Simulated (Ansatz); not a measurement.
Runs of Ansatz 0.2.0 on Te2Mo. The cell holds a slab with vacuum, 6 atoms: a = 3.560 Å, b = 3.560 Å, c = 24.811 Å, α = 90.00°, β = 90.00°, γ = 120.00°. 

```csv
task,level,cutoff (eV),gap on the mesh (eV),V0 of scaled cells (Å³/atom),B0 (GPa),largest force (eV/Å)
equation of state,LDA,-,-,(b),61,-
band structure,LDA,239,1.02,-,-,(a)
band structure,PBEsol,240,1.02,-,-,0.17
equation of state,PBEsol,-,-,44.11,58,-
```

Alike in all rows: potentials or basis all-electron LAPW, scalar-relativistic; no spin polarisation; cell as given; k mesh 9 × 9 × 2; smearing fermi-dirac 0.05 eV; basis error allowed 0.002 eV/atom.

Fill in the values left out.

(a) 0.41; (b) 43.30.

Caveats: the cell was scaled at fixed shape and fractional positions, which overstates the stiffness of a crystal with free parameters, most of all of layers and chains (some runs); spin-orbit coupling is left out, which moves the levels of the heavy elements (some runs).

A k mesh can miss the band edges, and the runs leave out spin-orbit coupling on Mo, Te.

Not every run made on this cell is shown here.
